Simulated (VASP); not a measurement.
BAs:

```
CELL_PARAMETERS angstrom
0.00000 2.38850 2.38850
2.38850 0.00000 2.38850
2.38850 2.38850 0.00000
ATOMIC_POSITIONS crystal
As 0.75000 0.75000 0.75000
B 0.00000 0.00000 0.00000
```

Program: VASP 6.6.1. Alike in all runs: no spin polarisation; cell as given; cutoff (eV) 520.

Order these runs on this cell by their band gap on the k mesh, lowest first.
A. level LDA; potentials or basis VASP PAW LDA potentials, release 64 (As, B); k mesh 10 × 10 × 10; smearing gaussian 0.1 eV; mesh quality not flagged
B. level PBEsol0; potentials or basis VASP PAW PBE potentials, release 64 (As, B); k mesh 5 × 5 × 5; smearing fermi-dirac 0.05 eV; grid for exact exchange (PRECFOCK) Fast; exchange at q = 0 default; mesh quality coarse
C. level rSCAN; potentials or basis VASP PAW PBE potentials, release 64 (As, B); k mesh 10 × 10 × 10; smearing fermi-dirac 0.05 eV; mesh quality not flagged

A (1.12 eV), C (1.38 eV), B (2.51 eV).

Caveats: some runs use coarse meshes; an unscreened hybrid on a path of extra k points without a Coulomb cutoff has errors near the mesh points, so the bands along the path aren't reliable (some runs); an odd mesh through Γ misses points on the zone boundary, where band edges often lie (some runs).

A k mesh can miss the band edges, odd and even meshes differently.
